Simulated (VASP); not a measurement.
# AlNi (C2/m) in VASP: a series of runs, part 2 of 2

VASP 6.6.1. Earlier steps stand in the parts before.

## (4) Density of states, PBE+rVV10+U, collinear spin, antiferromagnetic start

This run uses another cell than the first one: it holds 4 atoms, not 2.

Input file POSCAR:

```
AlNi
1.0
    2.3006810000     -1.3946800000      0.0000000000
    2.3006810000      1.3946800000      0.0000000000
   -2.7129020000      0.0000000000      7.7616760000
Ni Al
2 2
Direct
    0.5000000000      0.5000000000      0.2500000000
    0.5000000000      0.5000000000      0.7500000000
    0.0000000000      0.0000000000      0.0000000000
    0.0000000000      0.0000000000      0.5000000000
```

Input file INCAR.step1:

```
SYSTEM = AlNi
PREC = Accurate ; ENCUT = 500
EDIFF = 1E-6 ; ISMEAR = -1
SIGMA = 0.1 ; LREAL = .False.
LASPH = .True. ; NELM = 100
ALGO = Normal ; ISIF = 2
LWAVE = .False. ; LCHARG = .True.
ISPIN = 2 ; MAGMOM = 1 -1 0 0
NUPDOWN = 0 ; LMAXMIX = 4
LDAU = .True. ; LDAUTYPE = 2
LDAUL = 2 -1 ; LDAUU = 6 0
LDAUJ = 0 0 ; LDAUPRINT = 1
GGA = PE ; LUSE_VDW = .True.
IVDW_NL = 2 ; BPARAM = 10.0
CPARAM = 0.0093
```

Input file KPOINTS.step1:

```
Automatic mesh
0
Gamma
  11 11 4
  0 0 0
```

Input file INCAR.step2:

```
SYSTEM = AlNi
PREC = Accurate ; ENCUT = 500
EDIFF = 1E-6 ; ISMEAR = -5
SIGMA = 0.1 ; LREAL = .False.
LASPH = .True. ; NELM = 100
ALGO = Normal ; ISIF = 2
LWAVE = .False. ; LCHARG = .False.
ISPIN = 2 ; MAGMOM = 1 -1 0 0
LORBIT = 10 ; NUPDOWN = 0
LMAXMIX = 4 ; LDAU = .True.
LDAUTYPE = 2 ; LDAUL = 2 -1
LDAUU = 6 0 ; LDAUJ = 0 0
LDAUPRINT = 1 ; GGA = PE
LUSE_VDW = .True. ; IVDW_NL = 2
BPARAM = 10.0 ; CPARAM = 0.0093
NEDOS = 1001 ; ICHARG = 11
```

Input file KPOINTS.step2:

```
Automatic mesh
0
Gamma
  17 17 6
  0 0 0
```

Potentials or basis: VASP PAW PBE potentials, release 64 (Ni, Al).

Launch:

```
cat potpaw_PBE.64/Ni/POTCAR potpaw_PBE.64/Al/POTCAR > POTCAR
cp INCAR.step1 INCAR
cp KPOINTS.step1 KPOINTS
mpirun -np 1 vasp_std > vasp.out
cp INCAR.step2 INCAR
cp KPOINTS.step2 KPOINTS
mpirun -np 1 vasp_std > vasp.out
```

OUTCAR:

```text
SYSTEM = AlNi
   PREC = Accurate
   ENCUT = 500
   EDIFF = 1E-6
   ISMEAR = -5
   LREAL = .False.
   LASPH = .True.
   NELM = 100
   ISIF = 2
   ISPIN = 2
   LORBIT = 10
   NUPDOWN = 0
   GGA = PE
   IVDW_NL = 2
   BPARAM = 10.0
   ICHARG = 11

 ion  position               nearest neighbor table
   1  0.500  0.500  0.250-   3 2.48   4 2.48   3 2.48   4 2.48   4 2.53   3 2.53
   2  0.500  0.500  0.750-   3 2.48   4 2.48   3 2.48   4 2.48   3 2.53   4 2.53
   3  0.000  0.000  0.000-   1 2.48   2 2.48   1 2.48   2 2.48   1 2.53   2 2.53
   4  0.000  0.000  0.500-   1 2.48   2 2.48   1 2.48   2 2.48   2 2.53   1 2.53

  Warning from LATTYP: Got some problem with cell dimensions!
  Tried to take original basis but could not verify dimensions!
  LATTYP: Found a base centered monoclinic cell.
 ALAT       =     4.6013620000
 B/A-ratio  =     0.6062031199
 C/A-ratio  =     1.7360315560
 COS(beta)  =    -0.2364088735

  Lattice vectors:

 A1 = (  -2.3006810000,   1.3946800000,   0.0000000000)
 A2 = (  -2.3006810000,  -1.3946800000,   0.0000000000)
 A3 = (   1.8884600000,   0.0000000000,   7.7616760000)
[... 1278 lines left out ...]

  FORCE on cell =-STRESS in cart. coord.  units (eV):
  Direction    XX          YY          ZZ          XY          YZ          ZX
  --------------------------------------------------------------------------------------
  -------------------------------------------------------------------------------------
  Total       -0.9354160     -1.3205544     -3.1445731      0.0000000      0.0000000     -0.0904169
  in kB      -30.0883860    -42.4766649   -101.1476498      0.0000000      0.0000000     -2.9083299
  external PRESSURE =     -57.9042336 kB  Pullay stress =       0.0000000 kB

 VOLUME and BASIS-vectors are now :
 -----------------------------------------------------------------------------
  energy-cutoff  :      500.00
  volume of cell :       49.81
      direct lattice vectors                 reciprocal lattice vectors
     2.300681000 -1.394680000  0.000000000     0.217326957 -0.358505177  0.075961266
     2.300681000  1.394680000  0.000000000     0.217326957  0.358505177  0.075961266
    -2.712902000  0.000000000  7.761676000     0.000000000  0.000000000  0.128838153

 POSITION                                       TOTAL-FORCE (eV/Angst)
 -----------------------------------------------------------------------------------
      1.62246      0.00000      1.94042        -0.000000      0.000000      0.000000
      0.26600      0.00000      5.82126         0.000000     -0.000000     -0.000000
      0.00000      0.00000      0.00000         0.000000      0.000000      0.000000
     -1.35645      0.00000      3.88084         0.000000      0.000000      0.000000
 -----------------------------------------------------------------------------------
    total drift:                               -0.000000      0.000000      0.000000

  FREE ENERGIE OF THE ION-ELECTRON SYSTEM (eV)
  ---------------------------------------------------
  free  energy   TOTEN  =       -12.1063616501 eV

  energy  without entropy=      -12.1063616501  energy(sigma->0) =      -12.10636165

 total charge

# of ion       s       p       d       tot
------------------------------------------
    1        0.423   0.423   8.747   9.593
    2        0.423   0.423   8.747   9.593
    3        0.415   0.395   0.000   0.809
    4        0.415   0.395   0.000   0.809
--------------------------------------------------
tot          1.676   1.635  17.495  20.805

 magnetization (x)

# of ion       s       p       d       tot
------------------------------------------
    1       -0.000   0.000   0.000   0.000
    2        0.000  -0.000  -0.000  -0.000
    3        0.000   0.000   0.000   0.000
    4        0.000   0.000   0.000   0.000
--------------------------------------------------
tot          0.000   0.000   0.000   0.000
```

OUTCAR.step1:

```text
SYSTEM = AlNi
   PREC = Accurate
   ENCUT = 500
   EDIFF = 1E-6
   ISMEAR = -1
   LREAL = .False.
   LASPH = .True.
[... 1326 lines left out ...]
      0.26600      0.00000      5.82126         0.000000     -0.000000      0.000000
      0.00000      0.00000      0.00000        -0.000000      0.000000      0.000000
     -1.35645      0.00000      3.88084        -0.000000      0.000000      0.000000
 -----------------------------------------------------------------------------------
    total drift:                               -0.000000      0.000000      0.000000

  FREE ENERGIE OF THE ION-ELECTRON SYSTEM (eV)
  ---------------------------------------------------
  free  energy   TOTEN  =       -12.1224737292 eV

  energy  without entropy=      -12.0751850299  energy(sigma->0) =      -12.09882938
```

OSZICAR.step1:

```text
N       E                     dE             d eps       ncg     rms          rms(c)
DAV:   1     0.126396614519E+03    0.12640E+03   -0.11456E+04  9392   0.167E+03
DAV:   2    -0.737548523449E+01   -0.13377E+03   -0.13032E+03  9421   0.289E+02
DAV:   3    -0.127719321148E+02   -0.53964E+01   -0.53375E+01 11153   0.835E+01
DAV:   4    -0.128503309302E+02   -0.78399E-01   -0.78234E-01 11095   0.842E+00
DAV:   5    -0.128523720609E+02   -0.20411E-02   -0.20410E-02 11552   0.136E+00    0.125E+01
DAV:   6    -0.149828714297E+02   -0.21305E+01   -0.44068E+01  9812   0.108E+02    0.154E+01
DAV:   7    -0.120394497848E+02    0.29434E+01   -0.12451E+01 10012   0.688E+01    0.338E+00
DAV:   8    -0.120950580127E+02   -0.55608E-01   -0.10919E+00 13597   0.152E+01    0.192E+00
DAV:   9    -0.121123259973E+02   -0.17268E-01   -0.23413E-01 14183   0.784E+00    0.814E-01
DAV:  10    -0.121196697032E+02   -0.73437E-02   -0.28299E-02 10394   0.248E+00    0.336E-01
DAV:  11    -0.121219261466E+02   -0.22564E-02   -0.17761E-02 13855   0.243E+00    0.142E-01
DAV:  12    -0.121223396825E+02   -0.41354E-03   -0.22303E-03 13655   0.840E-01    0.698E-02
DAV:  13    -0.121224446414E+02   -0.10496E-03   -0.54738E-04 14387   0.510E-01    0.264E-02
DAV:  14    -0.121224681594E+02   -0.23518E-04   -0.68160E-05 12863   0.104E-01    0.171E-02
DAV:  15    -0.121224727716E+02   -0.46123E-05   -0.12289E-05 12753   0.546E-02    0.744E-03
DAV:  16    -0.121224737292E+02   -0.95750E-06   -0.26422E-06  5335   0.348E-02
   1 F= -.12122474E+02 E0= -.12098829E+02  d E =-.472887E-01  mag=     0.0000
```

Run time: 4.5 min. Hardware: 1 thread of Intel Xeon 6975P-C (Granite Rapids), shared host; peak memory 0.72 GiB.

What came out:

```
Net moment                                            : 0.00 μB per cell
Valence electrons inside the program's atomic spheres : Ni 9.59; Al 0.81
```

Eigenvalues of the final occupation matrices:
```csv
site,spin,trace,eigenvalues
site 1 d,1,4.39,0.83 0.87 0.88 0.90 0.91
site 1 d,2,4.39,0.83 0.87 0.88 0.90 0.91
site 2 d,1,4.39,0.83 0.87 0.88 0.90 0.91
site 2 d,2,4.39,0.83 0.87 0.88 0.90 0.91
```

Caveat: the total moment is fixed, so each spin has its own Fermi level; the U is typed as a test and isn't derived for this compound.
